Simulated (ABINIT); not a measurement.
The system is PbSe (Clausthalite).

```
CELL_PARAMETERS angstrom
0.00000 3.06065 3.06065
3.06065 0.00000 3.06065
3.06065 3.06065 0.00000
ATOMIC_POSITIONS crystal
Pb 0.00000 0.00000 0.00000
Se 0.50000 0.50000 0.50000
```

Program: ABINIT 10.8.3 (patched build). Alike in all runs: task band structure; cell as given; k mesh 8 × 8 × 8; cutoff (eV) 408; smearing fermi-dirac 0.05 eV.

**Question.** Order these runs on this cell by their pressure, lowest first.
A. level LDA; potentials or basis JTH PAW LDA v2.0 sp; spin SOC, no magnetisation
B. level BLYP; potentials or basis JTH PAW PBE v2.0 sp; spin off
C. level HCTH407; potentials or basis JTH PAW PBE v2.0 sp; spin off
D. level PW91; potentials or basis JTH PAW PBE v2.0 sp; spin off

**Answer.** A (-2.4 GPa), D (2.3 GPa), C (4.3 GPa), B (6.0 GPa).

Caveats: this set keeps more shells in the core, which shifts pressures and gaps; the PAW data sets were made with another functional, which shifts forces and pressure a little (some runs).

Runs at the PBE level aren't shown here.
